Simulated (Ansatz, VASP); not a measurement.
**GaS5 in VASP and in Ansatz**

```xyz
6
Lattice="5.9738 0.0000 0.0000 -2.9869 5.1734 0.0000 0.0000 0.0000 3.4363" Properties=species:S:1:pos:R:3 pbc="T T T"
Ga    0.0000    0.0000    1.7181
S    -0.9962    1.7254    0.0000
S     1.9907    3.4480    0.0000
S     1.9923    0.0000    0.0000
S     2.9869    1.7245    1.7181
S     0.0000    3.4490    1.7181
```

Change from the starting cell: species swapped into the Mg5Sn type (P-62m, No. 189).

Alike in both runs: functional PBE; k mesh 6 × 6 × 12; occupations gaussian, width 0.1 eV; no spin polarisation.

Ansatz relaxed the structure, and its values are those at the end. VASP's run is a single point on that final structure, the one shown.

|  | VASP | Ansatz |
| --- | --- | --- |
| version | VASP 6.6.1 | Ansatz 0.2.0 |
| potentials or method | VASP PAW PBE potentials, release 64 (Ga_d, S) | scalar-relativistic, plane waves, PAW |
| plane-wave cutoff (eV) | 520 | 420 |
| valence electrons in the cell | 43 | 43 |

VASP gave:

* gap on the k mesh at the Fermi level (eV): none
* pressure (GPa): -0.1
* rms of the force components (eV/Å): 0.004

Task: What did Ansatz give for the same quantities?

Result: gap on the k mesh at the Fermi level (eV): none; pressure (GPa): 0.0; rms of the force components (eV/Å): 0.000.

A gap of «none» marks a metal or a gap that the smearing closes.
